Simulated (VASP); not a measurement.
# CaO (Fm-3m) in VASP: band structure with HSE06

Aim: the band structure of CaO with HSE06.

Everything below comes from runs of VASP 6.6.1. Logs are shortened: lines on timing, memory, paths and dates and some standing lists are left out, and cuts for length are marked.

## Step 1: The crystal as given

It takes space group Fm-3m (No. 225, cubic). The conventional cell has a = 4.774 Å, b = 4.774 Å, c = 4.774 Å, α = 90.00°, β = 90.00°, γ = 90.00°. Ca (site symmetry m-3m) has 6 O at 2.39 Å as nearest neighbours. O (site symmetry m-3m) has 6 Ca at 2.39 Å as nearest neighbours.

## Step 2: Band structure, HSE06

Input file POSCAR:

```
CaO
1.0
    0.0000000000      2.3871300000      2.3871300000
    2.3871300000      0.0000000000      2.3871300000
    2.3871300000      2.3871300000      0.0000000000
Ca O
1 1
Direct
    0.0000000000      0.0000000000      0.0000000000
    0.5000000000      0.5000000000      0.5000000000
```

Input file INCAR.step1:

```
PREC = Accurate ; ENCUT = 520
EDIFF = 1E-5 ; ISMEAR = 0
SIGMA = 0.02 ; LREAL = F
LASPH = T ; NELM = 100
ALGO = Normal ; ISIF = 2
LWAVE = T ; LCHARG = F
NBANDS = 15 ; GGA = PE
```

Input file INCAR.step2:

```
PREC = Accurate ; ENCUT = 520
EDIFF = 1E-6 ; ISMEAR = 0
SIGMA = 0.02 ; LREAL = F
LASPH = T ; NELM = 100
ALGO = Normal ; ISIF = 2
LWAVE = F ; LCHARG = F
GGA = PE ; LHFCALC = T
HFSCREEN = 0.2 ; PRECFOCK = Fast
NBANDS = 15 ; ISTART = 1
```

Input file KPOINTS:

```
regular mesh
0
Gamma
  6 6 6
```

Input file KPOINTS_OPT:

```
path GXWKGLUWLK,UX
12
line-mode
reciprocal
 0.0000000000  0.0000000000  0.0000000000  G
 0.5000000000  0.0000000000  0.5000000000  X

 0.5000000000  0.0000000000  0.5000000000  X
 0.5000000000  0.2500000000  0.7500000000  W

 0.5000000000  0.2500000000  0.7500000000  W
 0.3750000000  0.3750000000  0.7500000000  K

 0.3750000000  0.3750000000  0.7500000000  K
 0.0000000000  0.0000000000  0.0000000000  G

 0.0000000000  0.0000000000  0.0000000000  G
 0.5000000000  0.5000000000  0.5000000000  L

 0.5000000000  0.5000000000  0.5000000000  L
 0.6250000000  0.2500000000  0.6250000000  U

 0.6250000000  0.2500000000  0.6250000000  U
 0.5000000000  0.2500000000  0.7500000000  W

 0.5000000000  0.2500000000  0.7500000000  W
 0.5000000000  0.5000000000  0.5000000000  L

 0.5000000000  0.5000000000  0.5000000000  L
 0.3750000000  0.3750000000  0.7500000000  K

 0.6250000000  0.2500000000  0.6250000000  U
 0.5000000000  0.0000000000  0.5000000000  X
```

Potentials or basis: VASP PAW PBE potentials, release 64 (Ca_sv, O).

Launch:

```bash
$ cat potpaw_PBE.64/Ca_sv/POTCAR potpaw_PBE.64/O/POTCAR > POTCAR
$ cp INCAR.step1 INCAR
$ mpirun -np 1 vasp_std > vasp.out
$ cp INCAR.step2 INCAR
$ mpirun -np 1 vasp_std > vasp.out
```

OUTCAR:

```text
PREC = Accurate
   ENCUT = 520
   EDIFF = 1E-6
   ISMEAR = 0
   LREAL = F
   LASPH = T
   NELM = 100
   ISIF = 2
   GGA = PE
   LHFCALC = T
   HFSCREEN = 0.2
   PRECFOCK = Fast
   ISTART = 1

 ion  position               nearest neighbor table
   1  0.000  0.000  0.000-   2 2.39   2 2.39   2 2.39   2 2.39   2 2.39   2 2.39
   2  0.500  0.500  0.500-   1 2.39   1 2.39   1 2.39   1 2.39   1 2.39   1 2.39

  LATTYP: Found a face centered cubic cell.
 ALAT       =     4.7742600000

  Lattice vectors:

 A1 = (   0.0000000000,   2.3871300000,   2.3871300000)
 A2 = (   2.3871300000,   0.0000000000,   2.3871300000)
 A3 = (   2.3871300000,   2.3871300000,   0.0000000000)

Analysis of symmetry for initial positions (statically):
=====================================================================
 Subroutine PRICEL returns:
 Original cell was already a primitive cell.

 Routine SETGRP: Setting up the symmetry group for a
 face centered cubic supercell.

 Subroutine GETGRP returns: Found 48 space group operations
 (whereof 48 operations were pure point group operations)
 out of a pool of 48 trial point group operations.

The static configuration has the point symmetry O_h .

Analysis of symmetry for dynamics (positions and initial velocities):
=====================================================================
 Subroutine PRICEL returns:
 Original cell was already a primitive cell.

 Routine SETGRP: Setting up the symmetry group for a
 face centered cubic supercell.

 Subroutine GETGRP returns: Found 48 space group operations
 (whereof 48 operations were pure point group operations)
 out of a pool of 48 trial point group operations.

The dynamic configuration has the point symmetry O_h .

 Subroutine INISYM returns: Found 48 space group operations
 (whereof 48 operations are pure point group operations),
 and found     1 'primitive' translations

----------------------------------------------------------------------------------------

                                     Primitive cell

  volume of cell :      27.2056

  direct lattice vectors                    reciprocal lattice vectors
     0.000000000  2.387130000  2.387130000    -0.209456544  0.209456544  0.209456544
     2.387130000  0.000000000  2.387130000     0.209456544 -0.209456544  0.209456544
     2.387130000  2.387130000  0.000000000     0.209456544  0.209456544 -0.209456544

  length of vectors
     3.375911621  3.375911621  3.375911621     0.362789376  0.362789376  0.362789376

  position of ions in fractional coordinates (direct lattice)
     0.000000000  0.000000000  0.000000000
     0.500000000  0.500000000  0.500000000

  ion indices of the primitive-cell ions
   primitive index   ion index
                 1           1
                 2           2

----------------------------------------------------------------------------------------

 KPOINTS: regular mesh

Automatic generation of k-mesh.
 Grid dimensions read from file:
 generate k-points for:    6    6    6

 Generating k-lattice:

  Cartesian coordinates                     Fractional coordinates (reciprocal lattice)
    -0.034909424  0.034909424  0.034909424     0.166666667  0.000000000  0.000000000
     0.034909424 -0.034909424  0.034909424     0.000000000  0.166666667  0.000000000
     0.034909424  0.034909424 -0.034909424     0.000000000  0.000000000  0.166666667

  Length of vectors
     0.060464896  0.060464896  0.060464896

  Shift w.r.t. Gamma in fractional coordinates (k-lattice)
     0.000000000  0.000000000  0.000000000

 Subroutine IBZKPT returns following result:
 ===========================================

 Found     16 irreducible k-points:

 Following reciprocal coordinates:
            Coordinates               Weight
  0.000000  0.000000  0.000000      1.000000
  0.166667  0.000000  0.000000      8.000000
  0.333333  0.000000  0.000000      8.000000
  0.500000  0.000000  0.000000      4.000000
  0.166667  0.166667  0.000000      6.000000
  0.333333  0.166667  0.000000     24.000000
[... 8 lines left out ...]
 -0.333333  0.333333  0.166667     24.000000
 -0.333333  0.500000  0.166667     12.000000
   k-points           NKPTS =     16   k-points in BZ     NKDIM =    216   number of bands    NBANDS=     15
   number of dos      NEDOS =    301   number of ions     NIONS =      2
   total plane-waves  NPLWV =  21952
   dimension x,y,z NGX =    28 NGY =   28 NGZ =   28
   dimension x,y,z NGXF=    56 NGYF=   56 NGZF=   56
   ions per type =               1   1
   NGX,Y,Z   is equivalent  to a cutoff of  13.79, 13.79, 13.79 a.u.
   NGXF,Y,Z  is equivalent  to a cutoff of  27.58, 27.58, 27.58 a.u.
 SYSTEM =  unknown system
   PREC   = accura    normal or accurate (medium, high low for compatibility)
   ISTART =      1    job   : 0-new  1-cont  2-samecut
   ICHARG =      0    charge: 1-file 2-atom 10-const
   ISPIN  =      1    spin polarized calculation?
   LNONCOLLINEAR =      F non collinear calculations
   LSORBIT =      F    spin-orbit coupling
   LASPH  =      T    aspherical Exc in radial PAW
   ENCUT  =  520.0 eV  38.22 Ry    6.18 a.u.   6.28  6.28  6.28*2*pi/ulx,y,z
   NELM   =    100;   NELMIN=  2; NELMDL=  0     # of ELM steps
   EDIFF  = 0.1E-05   stopping-criterion for ELM
   LREAL  =      F    real-space projection
   EDIFFG = 0.1E-04   stopping-criterion for IOM
   NSW    =      0    number of steps for IOM
   IBRION =     -1    ionic relax: 0-MD 1-quasi-New 2-CG
   NFREE  =      0    steps in history (QN), initial steepest desc. (CG)
   ISIF   =      2    stress and relaxation
   ISYM   =      3    0-nonsym 1-usesym 2-fastsym
   POTIM  = 0.5000    time-step for ionic-motion
   TEBEG  =    0.0;   TEEND  =   0.0 temperature during run
   PSTRESS=    0.0 pullay stress
   NELECT =      16.0000    total number of electrons
   NUPDOWN=      -1.0000    fix difference up-down
   EMIN   =  10.00;   EMAX   =-10.00  energy-range for DOS
   EFERMI =   0.00;   METHOD = LEGACY
   ISMEAR =     0;   SIGMA  =   0.02  broadening in eV -4-tet -1-fermi 0-gaus
   EFERMI_NEDOS =   21; number of points for ismear=-14 and -15
   IALGO  =     38    algorithm
   IMIX   =      1    mixing-type and parameters
     AMIX     =   0.40;   BMIX     =  1.00
     AMIX_MAG =   1.60;   BMIX_MAG =  1.00
  volume/ion in A,a.u.               =      13.60        91.80
  Fermi-wavevector in a.u.,A,eV,Ry     =   1.371604  2.591956 25.596608  1.881298
  Thomas-Fermi vector in A             =   2.497286
   LORBIT       =      0    0 simple, 1 ext, 2 COOP (PROOUT), +10 PAW based schemes
   GGA     = PE    functional components
   LHFCALC =     T    Hartree Fock is set to
   PRECFOCK=fast      Normal, Fast or Accurate (Low or Medium for compatibility)
   ENCUT4O =  -1.0   cutoff for four orbital integrals eV
   NKREDX  =     1    reduce k-point grid by
   NKREDY  =     1    reduce k-point grid by
   NKREDZ  =     1    reduce k-point grid by
   AEXX    =    0.2500 exact exchange contribution
   HFSCREEN=    0.2000 screening length (either q_TF or 0.3 A-1)
   HFSCREENC=   0.2000 screening length for correlation (either q_TF or 0.3 A-1)
   ENCUTFOCK=  -1.0 apply spherical cutoff to Coloumb kernel
   IVDW    =     0    specifies the selected vdW correction
   LEPSILON=     F    determine dielectric tensor
   LRPA    =     F    only Hartree local field effects (RPA)
 non-spin polarized calculation
 Gauss-broadening in eV      SIGMA  =   0.02
  energy-cutoff  :      520.00
  volume of cell :       27.21
 maximum number of plane-waves:       754
 NGX is ok and might be reduce to    28
  NGX = 16; NGY = 16; NGZ = 16

 number of electron      15.9999997 magnetization

 Free energy of the ion-electron system (eV)
  ---------------------------------------------------
  ext. energy  EPLUGINS =         0.00000000
  ---------------------------------------------------
  free energy    TOTEN  =       -14.89431351 eV

  energy without entropy =      -14.89431351  energy(sigma->0) =      -14.89431351

 E-fermi :   1.4687     XC(G=0):  -8.6801

 val. band max:        1.3868197579   @ k =   0.0000   0.0000   0.0000
 cond. band min:       6.7037511928   @ k =   0.5000   0.5000   0.0000
 fundamental gap:      5.3169314350
 Fermi energy:         1.4686543743

 k-point     1 :       0.0000    0.0000    0.0000
  band No.  band energies     occupation
      1     -38.7192      2.00000
      2     -17.9923      2.00000
      3     -17.9923      2.00000
      4     -17.9923      2.00000
      5     -15.6968      2.00000
      6       1.3868      2.00000
      7       1.3868      2.00000
      8       1.3868      2.00000
      9       7.8094      0.00000
     10       9.6552      0.00000
     11       9.6552      0.00000
     12       9.6552      0.00000
     13      11.3190      0.00000
     14      11.3190      0.00000
     15      18.2264      0.00000

 k-point     2 :       0.1667    0.0000    0.0000
  band No.  band energies     occupation
      1     -38.6904      2.00000
      2     -18.4596      2.00000
      3     -18.0056      2.00000
      4     -18.0056      2.00000
      5     -15.2039      2.00000
      6       0.4849      2.00000
      7       1.0138      2.00000
      8       1.0138      2.00000
      9       8.9727      0.00000
     10       9.5815      0.00000
     11      10.1742      0.00000
     12      10.1742      0.00000
     13      12.0204      0.00000
     14      12.0204      0.00000
     15      19.3574      0.00000

 k-point     3 :       0.3333    0.0000    0.0000
  band No.  band energies     occupation
      1     -38.6320      2.00000
      2     -19.1200      2.00000
      3     -18.0320      2.00000
      4     -18.0320      2.00000
      5     -14.4868      2.00000
      6      -0.8994      2.00000
      7       0.3679      2.00000
      8       0.3679      2.00000
      9       9.9098      0.00000
     10      11.0028      0.00000
     11      11.3901      0.00000
     12      11.3901      0.00000
     13      13.5041      0.00000
     14      13.5041      0.00000
     15      19.0852      0.00000
[... 199 lines left out ...]
 k-point    15 :      -0.3333    0.3333    0.1667
  band No.  band energies     occupation
      1     -38.5760      2.00000
      2     -18.9141      2.00000
      3     -18.3619      2.00000
      4     -18.2141      2.00000
      5     -14.7189      2.00000
      6      -0.4884      2.00000
      7       0.2026      2.00000
      8       0.2866      2.00000
      9       9.9050      0.00000
     10       9.9365      0.00000
     11      12.4245      0.00000
     12      12.9747      0.00000
     13      14.0482      0.00000
     14      16.6802      0.00000
     15      17.5036      0.00000

 k-point    16 :      -0.3333    0.5000    0.1667
  band No.  band energies     occupation
      1     -38.5674      2.00000
      2     -18.5689      2.00000
      3     -18.4852      2.00000
      4     -18.3569      2.00000
      5     -15.0299      2.00000
      6       0.0618      2.00000
      7       0.2065      2.00000
      8       0.5188      2.00000
      9       8.2200      0.00000
     10      11.2168      0.00000
     11      12.0685      0.00000
     12      13.5015      0.00000
     13      13.5928      0.00000
     14      16.7144      0.00000
     15      17.2771      0.00000

------------------------ aborting loop because EDIFF is reached ----------------------------------------

  FORCE on cell =-STRESS in cart. coord.  units (eV):
  Direction    XX          YY          ZZ          XY          YZ          ZX
  --------------------------------------------------------------------------------------
  -------------------------------------------------------------------------------------
  Total        0.4305631      0.4305631      0.4305631      0.0000000      0.0000000     -0.0000000
  in kB       25.3564939     25.3564939     25.3564939      0.0000000      0.0000000     -0.0000000
  external PRESSURE =      25.3564939 kB  Pullay stress =       0.0000000 kB

 VOLUME and BASIS-vectors are now :
 -----------------------------------------------------------------------------
  energy-cutoff  :      520.00
  volume of cell :       27.21
      direct lattice vectors                 reciprocal lattice vectors
     0.000000000  2.387130000  2.387130000    -0.209456544  0.209456544  0.209456544
     2.387130000  0.000000000  2.387130000     0.209456544 -0.209456544  0.209456544
     2.387130000  2.387130000  0.000000000     0.209456544  0.209456544 -0.209456544

 POSITION                                       TOTAL-FORCE (eV/Angst)
 -----------------------------------------------------------------------------------
      0.00000      0.00000      0.00000        -0.000000      0.000000     -0.000000
      2.38713      2.38713      2.38713         0.000000     -0.000000      0.000000
 -----------------------------------------------------------------------------------
    total drift:                               -0.000000     -0.000000     -0.000000

  FREE ENERGIE OF THE ION-ELECTRON SYSTEM (eV)
  ---------------------------------------------------
  free  energy   TOTEN  =       -14.8943135137 eV

  energy  without entropy=      -14.8943135137  energy(sigma->0) =      -14.89431351
```

Wall time 35 min (1 thread of Intel Xeon 6975P-C (Granite Rapids), shared host); peak memory 0.31 GiB.

What came out:

```
Free energy             : -14.8943 eV
Pressure                : 2.5 GPa
Band gap on the k mesh  : 5.32 eV, indirect (least direct gap 5.74 eV)
Band gap along the path : 5.32 eV, indirect (least direct gap 5.74 eV)
```

Levels at the corners of the path, in eV from the valence-band top:
| point | band 5 | band 6 | band 7 | band 8 | band 9 | band 10 | band 11 | band 12 |
| --- | --- | --- | --- | --- | --- | --- | --- | --- |
| Γ | -17.08 | 0.00 | 0.00 | 0.00 | 6.42 | 8.27 | 8.27 | 8.27 |
| X | -16.82 | -1.44 | -0.42 | -0.42 | 5.32 | 10.33 | 11.29 | 12.11 |
| X | -16.82 | -1.44 | -0.42 | -0.42 | 5.32 | 10.33 | 11.29 | 12.11 |
| W | -16.29 | -1.42 | -1.15 | -1.15 | 8.29 | 8.29 | 10.74 | 12.12 |
| W | -16.29 | -1.42 | -1.15 | -1.15 | 8.29 | 8.29 | 10.74 | 12.12 |
| K | -16.32 | -1.45 | -1.32 | -0.86 | 6.96 | 10.19 | 10.93 | 11.53 |
| K | -16.32 | -1.45 | -1.32 | -0.86 | 6.96 | 10.19 | 10.93 | 11.53 |
| Γ | -17.08 | 0.00 | 0.00 | 0.00 | 6.42 | 8.27 | 8.27 | 8.27 |
| Γ | -17.08 | 0.00 | 0.00 | 0.00 | 6.42 | 8.27 | 8.27 | 8.27 |
| L | -15.58 | -2.87 | -1.31 | -1.31 | 9.17 | 10.25 | 10.74 | 10.74 |
| L | -15.58 | -2.87 | -1.31 | -1.31 | 9.17 | 10.25 | 10.74 | 10.74 |
| U | -16.32 | -1.45 | -1.32 | -0.86 | 6.96 | 10.19 | 10.93 | 11.53 |
| U | -16.32 | -1.45 | -1.32 | -0.86 | 6.96 | 10.19 | 10.93 | 11.53 |
| W | -16.29 | -1.42 | -1.15 | -1.15 | 8.29 | 8.29 | 10.74 | 12.12 |
| W | -16.29 | -1.42 | -1.15 | -1.15 | 8.29 | 8.29 | 10.74 | 12.12 |
| L | -15.58 | -2.87 | -1.31 | -1.31 | 9.17 | 10.25 | 10.74 | 10.74 |
| L | -15.58 | -2.87 | -1.31 | -1.31 | 9.17 | 10.25 | 10.74 | 10.74 |
| K | -16.32 | -1.45 | -1.32 | -0.86 | 6.96 | 10.19 | 10.93 | 11.53 |
| U | -16.32 | -1.45 | -1.32 | -0.86 | 6.96 | 10.19 | 10.93 | 11.53 |
| X | -16.82 | -1.44 | -0.42 | -0.42 | 5.32 | 10.33 | 11.29 | 12.11 |

Caveat: the PAW data sets were made with another functional, which shifts forces and pressure a little.
